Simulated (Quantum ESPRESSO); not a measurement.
# Ta2N (P-3m1) in Quantum ESPRESSO: single point with PBE

Aim: the single point of Ta2N with PBE.

Program: Quantum ESPRESSO 7.5. These are calculated values, not measurements. Logs are shortened: lines on timing, memory, paths and dates and some standing lists are left out, and cuts for length are marked.

## Step 1: Starting point

Symmetry: P-3m1, No. 164, trigonal system. The conventional cell has a = 3.113 Å, b = 3.113 Å, c = 4.870 Å, α = 90.00°, β = 90.00°, γ = 120.00°. Ta (site symmetry 3m) has 3 N at 2.18 Å as nearest neighbours. Around N (site symmetry -3m) lie 6 Ta at 2.18 Å.

The cell comes from a database or a generator and needn't be the stable form of this composition.

## Step 2: Single point, PBE

Input file run.py:

```python
import numpy as np
from ase.calculators.espresso import Espresso, EspressoProfile
from ase.io import read

atoms = read('Ta2N.cif')

input_data = {
    'control': {'calculation': 'scf', 'prefix': 'pwscf', 'outdir': './tmp', 'tprnfor': True, 'tstress': True, 'disk_io': 'nowf'},
    'system': {'ecutwfc': 60.0, 'ecutrho': 480.0, 'nbnd': 23, 'occupations': 'smearing', 'smearing': 'fd', 'degauss': 0.00367493},
    'electrons': {'conv_thr': 6e-10, 'electron_maxstep': 120, 'mixing_beta': 0.5},
}
pseudopotentials = {'N': 'N.pbe-n-radius_5.UPF', 'Ta': 'Ta_pbe_v1.uspp.F.UPF'}
profile = EspressoProfile(command='pw.x', pseudo_dir='pseudo')
atoms.calc = Espresso(profile=profile, input_data=input_data, pseudopotentials=pseudopotentials, kpts=(10, 10, 6), koffset=(0, 0, 0))

print(f'energy {atoms.get_potential_energy():.8f} eV')
print('forces (eV/A)')
print(np.round(atoms.get_forces(), 6))
print('stress (eV/A^3, Voigt)')
print(np.round(atoms.get_stress(), 8))
print(f'Fermi level {atoms.calc.get_fermi_level():.4f} eV')
```

Input file Ta2N.cif:

```cif
data_Ta2N
_cell_length_a 3.11286151
_cell_length_b 3.11286151
_cell_length_c 4.86984100
_cell_angle_alpha 90.00000000
_cell_angle_beta 90.00000000
_cell_angle_gamma 120.00000000
_space_group_name_H-M_alt 'P1'
_space_group_name_Hall 'P 1'
_space_group_IT_number 1
loop_
_space_group_symop_operation_xyz
'x,y,z'
loop_
_atom_site_label
_atom_site_type_symbol
_atom_site_symmetry_multiplicity
_atom_site_Wyckoff_symbol
_atom_site_fract_x
_atom_site_fract_y
_atom_site_fract_z
_atom_site_occupancy
Ta1 Ta 1 a 0.3333333333 0.6666666667 0.2547110000 1
Ta2 Ta 1 a 0.6666666667 0.3333333333 0.7452890000 1
N1 N 1 a 0.0000000000 0.0000000000 0.0000000000 1
```

Potentials or basis: SSSP 1.3 efficiency PBE.

On the command line:

```sh
> OMP_NUM_THREADS=1 python run.py
```

Standard output:

```text
energy -4137.96809872 eV
forces (eV/A)
[[ 0.       0.       0.00225]
 [ 0.      -0.      -0.00225]
 [ 0.      -0.       0.     ]]
stress (eV/A^3, Voigt)
[ 0.01231158  0.01231158  0.0038076  -0.         -0.         -0.        ]
Fermi level 19.5802 eV
```

espresso.pwi:

```text
&CONTROL
   calculation      = 'scf'
   tstress          = .true.
   tprnfor          = .true.
   outdir           = './tmp'
   prefix           = 'pwscf'
   disk_io          = 'nowf'
   pseudo_dir       = 'pseudo'
/
&SYSTEM
   nbnd             = 23
   ecutwfc          = 60.0
   ecutrho          = 480.0
   occupations      = 'smearing'
   degauss          = 0.00367493
   smearing         = 'fd'
   ntyp             = 2
   nat              = 3
   ibrav            = 0
/
&ELECTRONS
   electron_maxstep = 120
   conv_thr         = 6e-10
   mixing_beta      = 0.5
/
&IONS
/
&CELL
/
&FCP
/
&RISM
/
ATOMIC_SPECIES
Ta 180.94788 Ta_pbe_v1.uspp.F.UPF
N 14.007 N.pbe-n-radius_5.UPF

K_POINTS automatic
10 10 6  0 0 0

CELL_PARAMETERS angstrom
3.11286151000000 0.00000000000000 0.00000000000000
-1.55643075500000 2.69581714612279 0.00000000000000
0.00000000000000 0.00000000000000 4.86984100000000

ATOMIC_POSITIONS angstrom
Ta -0.0000000002 1.7972114308 1.2404020710  
Ta 1.5564307552 0.8986057153 3.6294389290  
N 0.0000000000 0.0000000000 0.0000000000
```

espresso.pwo:

```text
This program is part of the open-source Quantum ESPRESSO suite
     for quantum simulation of materials; please cite
         "P. Giannozzi et al., J. Phys.:Condens. Matter 21 395502 (2009);
         "P. Giannozzi et al., J. Phys.:Condens. Matter 29 465901 (2017);
         "P. Giannozzi et al., J. Chem. Phys. 152 154105 (2020);
     in publications or presentations arising from this work. More details at

Warning: card &CELL ignored
Warning: card &FCP ignored
Warning: card &RISM ignored

     Message from routine setup:
     using ibrav=0 with symmetry is DISCOURAGED, use correct ibrav instead

     Subspace diagonalization in iterative solution of the eigenvalue problem:
     a serial algorithm will be used

     G-vector sticks info
     --------------------
     sticks:   dense  smooth     PW     G-vecs:    dense   smooth      PW
     Sum        1147     583    163                48923    17295    2827

     Using Slab Decomposition

     bravais-lattice index     =            0
     lattice parameter (alat)  =       5.8825  a.u.
     unit-cell volume          =     275.7793 (a.u.)^3
     number of atoms/cell      =            3
     number of atomic types    =            2
     number of electrons       =        31.00
     number of Kohn-Sham states=           23
     kinetic-energy cutoff     =      60.0000  Ry
     charge density cutoff     =     480.0000  Ry
     scf convergence threshold =      6.0E-10
     mixing beta               =       0.5000
     number of iterations used =            8  plain     mixing
     Exchange-correlation= PBE
                           (   1   4   3   4   0   0   0)

     celldm(1)=   5.882456  celldm(2)=   0.000000  celldm(3)=   0.000000
     celldm(4)=   0.000000  celldm(5)=   0.000000  celldm(6)=   0.000000

     crystal axes: (cart. coord. in units of alat)
               a(1) = (   1.000000   0.000000   0.000000 )
               a(2) = (  -0.500000   0.866025   0.000000 )
               a(3) = (   0.000000   0.000000   1.564426 )

     reciprocal axes: (cart. coord. in units 2 pi/alat)
               b(1) = (  1.000000  0.577350 -0.000000 )
               b(2) = (  0.000000  1.154701  0.000000 )
               b(3) = (  0.000000 -0.000000  0.639212 )

     PseudoPot. # 1 for Ta read from file:
     Ta_pbe_v1.uspp.F.UPF
     Pseudo is Ultrasoft + core correction, Zval = 13.0
     Generated by new atomic code, or converted to UPF format
     Using radial grid of  921 points,  7 beta functions with:
                l(1) =   0
                l(2) =   0
                l(3) =   1
                l(4) =   1
                l(5) =   2
                l(6) =   2
                l(7) =   3
     Q(r) pseudized with  6 coefficients,  rinner =    1.300   1.300   1.300
                                                       1.300   1.300   1.300
                                                       1.300

     PseudoPot. # 2 for N  read from file:
     N.pbe-n-radius_5.UPF
     Pseudo is Ultrasoft + core correction, Zval =  5.0
     Generated using "atomic" code by A. Dal Corso  v.5.1
     Using radial grid of 1085 points,  4 beta functions with:
                l(1) =   0
                l(2) =   0
                l(3) =   1
                l(4) =   1
     Q(r) pseudized with 0 coefficients

     atomic species   valence    mass     pseudopotential
     Ta               13.00   180.94788     Ta( 1.00)
     N                 5.00    14.00700     N ( 1.00)

     12 Sym. Ops., with inversion, found

   Cartesian axes

     site n.     atom                  positions (alat units)
         1        Ta     tau(   1) = (  -0.0000000   0.5773503   0.3984765  )
         2        Ta     tau(   2) = (   0.5000000   0.2886751   1.1659494  )
         3        N      tau(   3) = (   0.0000000   0.0000000   0.0000000  )

     number of k points=    72  Fermi-Dirac smearing, width (Ry)=  0.0037
                       cart. coord. in units 2pi/alat
        k(    1) = (   0.0000000   0.0000000   0.0000000), wk =   0.0033333
        k(    2) = (   0.0000000   0.0000000   0.1065354), wk =   0.0066667
        k(    3) = (   0.0000000   0.0000000   0.2130707), wk =   0.0066667
        k(    4) = (   0.0000000   0.0000000  -0.3196061), wk =   0.0033333
        k(    5) = (   0.0000000   0.1154701   0.0000000), wk =   0.0200000
        k(    6) = (   0.0000000   0.1154701   0.1065354), wk =   0.0200000
[... 64 lines left out ...]
        k(   71) = (  -0.2000000   0.4618802  -0.1065354), wk =   0.0400000
        k(   72) = (  -0.2000000   0.4618802  -0.2130707), wk =   0.0400000

     Dense  grid:    48923 G-vectors     FFT dimensions: (  45,  45,  72)

     Smooth grid:    17295 G-vectors     FFT dimensions: (  30,  30,  45)

     Initial potential from superposition of free atoms

     starting charge      30.9978, renormalised to      31.0000

     negative rho (up, down):  1.896E-01 0.000E+00
     Starting wfcs are   30 randomized atomic wfcs

     Self-consistent Calculation

     iteration #  1     ecut=    60.00 Ry     beta= 0.50
     Davidson diagonalization with overlap
     ethr =  1.00E-02,  avg # of iterations =  2.0

     negative rho (up, down):  1.948E-01 0.000E+00

     total energy              =    -303.94818536 Ry
     estimated scf accuracy    <       0.48408356 Ry

     iteration #  2     ecut=    60.00 Ry     beta= 0.50
     Davidson diagonalization with overlap
     ethr =  1.56E-03,  avg # of iterations =  2.9
[... 69 lines left out ...]
     iteration # 10     ecut=    60.00 Ry     beta= 0.50
     Davidson diagonalization with overlap
     ethr =  2.03E-11,  avg # of iterations =  2.4

     negative rho (up, down):  2.017E-01 0.000E+00

     End of self-consistent calculation

          k = 0.0000 0.0000 0.0000 (  2189 PWs)   bands (ev):

   -49.0957 -49.0196 -16.0974 -15.3837 -15.3837 -15.2588 -15.2588 -15.1428
     2.1615  11.1916  13.5404  13.5404  14.6033  18.9334  19.3554  19.3554
    19.8391  19.8639  19.8639  20.7369  20.7369  24.4666  26.2997

          k = 0.0000 0.0000 0.1065 (  2195 PWs)   bands (ev):

   -49.0907 -49.0247 -16.0381 -15.3756 -15.3756 -15.2669 -15.2669 -15.2113
     2.2158  11.0145  13.4944  13.4944  14.9593  18.4315  19.0589  19.0589
    20.1247  20.1247  20.3727  21.2272  21.2272  23.5267  25.6838
[... 103 lines left out ...]
          k = 0.0000 0.4619-0.3196 (  2160 PWs)   bands (ev):

   -49.0272 -49.0247 -16.0185 -15.9610 -15.4474 -15.4381 -15.3971 -15.3788
     2.9017  11.2722  12.8864  13.4955  16.3520  16.7232  17.8080  19.4194
    20.2750  22.2199  22.4480  23.1534  24.2490  25.5377  26.2324

          k = 0.0000-0.5774 0.0000 (  2168 PWs)   bands (ev):

   -49.0351 -49.0100 -16.0021 -15.8037 -15.6749 -15.5764 -15.3738 -15.3314
     2.9958  11.1197  13.0625  13.2287  15.0577  16.9569  18.1905  21.3419
    21.4539  23.2756  23.5622  23.7663  23.8136  24.0037  25.2592

          k = 0.0000-0.5774 0.1065 (  2178 PWs)   bands (ev):

   -49.0335 -49.0117 -16.0343 -15.8545 -15.6088 -15.5604 -15.3530 -15.3482
     2.9836  11.1211  13.0156  13.2900  15.3055  17.0528  18.0332  20.7863
    21.1612  23.0021  23.1854  23.7802  24.1027  24.9548  25.2993

          k = 0.0000-0.5774 0.2131 (  2170 PWs)   bands (ev):

   -49.0289 -49.0162 -16.0663 -15.9528 -15.5164 -15.4847 -15.3937 -15.3390
     2.9595  11.1195  12.9430  13.4194  15.9041  17.2502  17.7014  19.8192
    20.5758  22.8436  23.0921  23.6508  24.1364  25.6791  25.9724

          k = 0.0000-0.5774-0.3196 (  2152 PWs)   bands (ev):

   -49.0235 -49.0216 -16.0604 -16.0135 -15.4592 -15.4516 -15.3897 -15.3752
     2.9478  11.1161  12.9167  13.4880  16.3096  17.4095  17.4560  19.3008
    20.3027  22.8585  23.0876  23.5721  23.9804  25.9344  26.3909

          k = 0.1000 0.1732 0.0000 (  2169 PWs)   bands (ev):

   -49.0815 -49.0150 -16.0123 -15.5278 -15.4882 -15.3780 -15.2860 -15.1779
     2.4411  11.8296  12.2284  13.5034  15.7287  17.2617  18.4158  19.3171
    19.8434  20.3118  21.5444  21.6892  22.7088  24.2339  25.8410
[... 277 lines left out ...]
          k =-0.2000 0.4619-0.2131 (  2167 PWs)   bands (ev):

   -49.0290 -49.0162 -15.9309 -15.9195 -15.6548 -15.5464 -15.4148 -15.2988
     3.0005  11.5727  12.6596  13.0931  16.6117  17.0849  17.5200  20.1106
    20.1492  21.6587  23.1411  24.0265  24.1084  24.8684  26.6542

     the Fermi energy is    19.5802 ev

!    total energy              =    -304.13507223 Ry
     estimated scf accuracy    <          2.0E-10 Ry
     smearing contrib. (-TS)   =      -0.00099994 Ry
     internal energy E=F+TS    =    -304.13407229 Ry

     The total energy is F=E-TS. E is the sum of the following terms:
     one-electron contribution =     -29.15885471 Ry
     hartree contribution      =      32.00159560 Ry
     xc contribution           =     -90.03127026 Ry
     ewald contribution        =    -216.94554291 Ry

     convergence has been achieved in  10 iterations

     negative rho (up, down):  2.017E-01 0.000E+00

     Forces acting on atoms (cartesian axes, Ry/au):

     atom    1 type  1   force =     0.00000000    0.00000000    0.00008750
     atom    2 type  1   force =     0.00000000   -0.00000000   -0.00008750
     atom    3 type  2   force =     0.00000000   -0.00000000    0.00000000

     Total force =     0.000124     Total SCF correction =     0.000077
     SCF correction compared to forces is large: reduce conv_thr to get better values

     Computing stress (Cartesian axis) and pressure

     negative rho (up, down):  2.017E-01 0.000E+00
          total   stress  (Ry/bohr**3)                   (kbar)     P=      -15.18
  -0.00013409   0.00000000   0.00000000          -19.73        0.00        0.00
   0.00000000  -0.00013409   0.00000000            0.00      -19.73        0.00
   0.00000000   0.00000000  -0.00004147            0.00        0.00       -6.10

=------------------------------------------------------------------------------=
   JOB DONE.
=------------------------------------------------------------------------------=
```

Wall time 41 s (1 thread of Intel Xeon 6975P-C (Granite Rapids), shared host); peak memory 0.42 GiB.

What came out:

- Free energy: -4137.9685 eV
- Pressure: -1.5 GPa
- Band gap on the k mesh: none (metal or under the smearing width)

Forces in eV/Å, atoms in the order of the input:
```
Ta   0.000  0.000  0.002
Ta   0.000  0.000 -0.002
N    0.000  0.000  0.000
```

Levels at points of the mesh, in eV from the Fermi level:
```csv
k point,band 13,band 14,band 15,band 16,band 17,band 18,band 19,band 20
"(0.00, 0.00, 0.00)",-4.98,-0.65,-0.22,-0.22,0.26,0.28,0.28,1.16
"(0.00, 0.00, -0.50)",-2.85,-2.66,-1.11,-1.11,1.76,1.88,2.29,2.29
"(0.00, -0.50, 0.00)",-4.52,-2.62,-1.39,1.76,1.87,3.70,3.98,4.19
"(0.00, -0.50, -0.50)",-3.27,-2.17,-2.12,-0.28,0.72,3.28,3.51,3.99
```

The run has no spin-orbit coupling, so splittings on Ta are missing.

## Step 3: For comparison

An earlier run on the cell as given: functional PBE; potentials or basis SSSP 1.3 efficiency PBE; cutoff 816 eV; density cutoff 6531 eV; k mesh 10 × 10 × 6; occupations fermi-dirac, width 0.05 eV; no spin polarisation.

* Pressure: -1.5 GPa
* Band gap on the k mesh: none (metal or under the smearing width)
